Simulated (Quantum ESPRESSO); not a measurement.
Crystal: BaZrO3.

```
Ba Zr O
1.0
     4.19134    0.00000    0.00000
     0.00000    4.19134    0.00000
     0.00000    0.00000    4.19134
Ba Zr O
1 1 3
Direct
  0.00000 0.00000 0.00000
  0.50000 0.50000 0.50000
  0.50000 0.50000 0.00000
  0.50000 0.00000 0.50000
  0.00000 0.50000 0.50000
```

```yaml
Program: Quantum ESPRESSO 7.5
Task: phonons
Functional: revPBE
Potentials_or_basis: PseudoDojo 0.4.1 SR PBE standard
Cutoff: 1143 eV
Density_cutoff: 4572 eV
k_mesh: 4 × 4 × 4, shifted
Occupations: fermi-dirac, width 0.05 eV
Spin: no spin polarisation
Mixing_beta: 0.5
Most_SCF_iterations: 120
SCF_threshold: 1e-09 Ry
```

The cell and the atoms were relaxed first, to 15.35 Å³/atom (a = 4.250 Å, b = 4.250 Å, c = 4.250 Å, α = 90.00°, β = 90.00°, γ = 90.00°), and the response was taken there.

The first run showed a gap, so the response started from a second, tighter run with fixed occupations.

Question: What is the highest optical frequency at the zone centre, leaving out the macroscopic field of polar modes?

Answer: 456 cm⁻¹, a mode of symmetry T1u (IR).

Optical modes at Γ, degenerate ones joined, polar ones without the macroscopic field:
| cm⁻¹ | components | symmetry | active in | IR intensity, summed ((D/Å)²/amu) |
| --- | --- | --- | --- | --- |
| 92 | 3 | T1u | IR | 34.43 |
| 183 | 3 | T1u | IR | 92.65 |
| 208 | 3 | T2u | silent | 0.00 |
| 456 | 3 | T1u | IR | 38.17 |

Caveat: the potentials were made for another functional, which shifts forces and pressure; this release of the barium file is off.
